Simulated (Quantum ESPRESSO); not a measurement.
A run of Quantum ESPRESSO 7.5 is set up as follows.

Contents of pw.in:

```
&CONTROL
  calculation = 'scf'
  prefix = 'pwscf'
  outdir = './tmp'
  pseudo_dir = './pseudo'
  tprnfor = .true.
  tstress = .true.
  disk_io = 'nowf'
/
&SYSTEM
  ibrav = 0
  nat = 1
  ntyp = 1
  ecutwfc = 70
  nbnd = 15
  occupations = 'smearing'
  smearing = 'fd'
  degauss = 0.00367493
/
&ELECTRONS
  conv_thr = 2d-10
  electron_maxstep = 120
  mixing_beta = 0.5
/
ATOMIC_SPECIES
Rh   102.9055 Rh_ONCV_PBE-1.2.upf
CELL_PARAMETERS angstrom
   0.0000000000    1.8978500000    1.8978500000
   1.8978500000    0.0000000000    1.8978500000
   1.8978500000    1.8978500000    0.0000000000
ATOMIC_POSITIONS crystal
Rh     0.0000000000    0.0000000000    0.0000000000
K_POINTS automatic
7 7 7 0 0 0
```

Potentials or basis: SG15 PBE 1.2.

The run is started by

```console
$ OMP_NUM_THREADS=1 mpirun -n 2 pw.x -nk 2 -in pw.in > pw.out
```

Question: Estimate the band gap on the k mesh.

Answer: None (metal or under the smearing width).

Question: Estimate the pressure.

Answer: 6.3 GPa.

Caveat: the k mesh is coarse (spacing up to 0.41 Å⁻¹), so the values aren't converged.
